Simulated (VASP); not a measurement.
# NaCl: relaxation of the atoms with r2SCAN

NaCl:

```
Na Cl
1.0
     0.00000    2.75843    2.75843
     2.75843    0.00000    2.75843
     2.75843    2.75843    0.00000
Na Cl
1 1
Direct
  0.00000 0.00000 0.00000
  0.50000 0.50000 0.50000
```

The cell isn't the ideal one: a relaxed cell with its volume scaled by 0.96.

```json
{
  "Program": "VASP 6.6.1",
  "Task": "relaxation of the atoms",
  "Functional": "r2SCAN",
  "Potentials or basis": "VASP PAW PBE potentials, release 64 (Na_pv, Cl)",
  "Cutoff": "600 eV",
  "k mesh": "8 × 8 × 8",
  "Occupations": "gaussian, width 0.03 eV",
  "Spin": "no spin polarisation",
  "Further INCAR settings": "ALGO = Normal; EDIFF = 1e-07; IBRION = 2; EDIFFG = -0.01; NSW = 40"
}
```

- Pressure after relaxing: 1.3 GPa
- Band gap on the k mesh: 6.21 eV, direct

Final structure:
```yaml
crystal:
  lattice:
    - [0.00000, 2.75843, 2.75843]
    - [2.75843, 0.00000, 2.75843]
    - [2.75843, 2.75843, 0.00000]
  atoms:
    - { symbol: Na, position: [0.00000, 0.00000, 0.00000] }
    - { symbol: Cl, position: [0.50000, 0.50000, 0.50000] }
```

Levels at points of the mesh, in eV from the valence-band top:
| k point | band 4 | band 5 | band 6 | band 7 | band 8 | band 9 | band 10 | band 11 |
| --- | --- | --- | --- | --- | --- | --- | --- | --- |
| (0.00, 0.00, 0.00) | -13.38 | 0.00 | 0.00 | 0.00 | 6.21 | 11.82 | 11.82 | 11.82 |
| (0.50, 0.00, 0.00) | -12.97 | -2.13 | -0.32 | -0.32 | 8.07 | 11.93 | 11.93 | 12.18 |
| (0.50, 0.50, 0.00) | -12.92 | -1.87 | -0.68 | -0.68 | 8.55 | 8.64 | 12.72 | 16.29 |

Run time: 52 s on 1 thread of Intel(R) Xeon(R) Platinum 8488C (Sapphire Rapids), on a shared host, peak memory 0.18 GiB.

Caveat: the relaxation stopped at its first step, so nothing moved; the PAW data sets were made with another functional, which shifts forces and pressure a little.
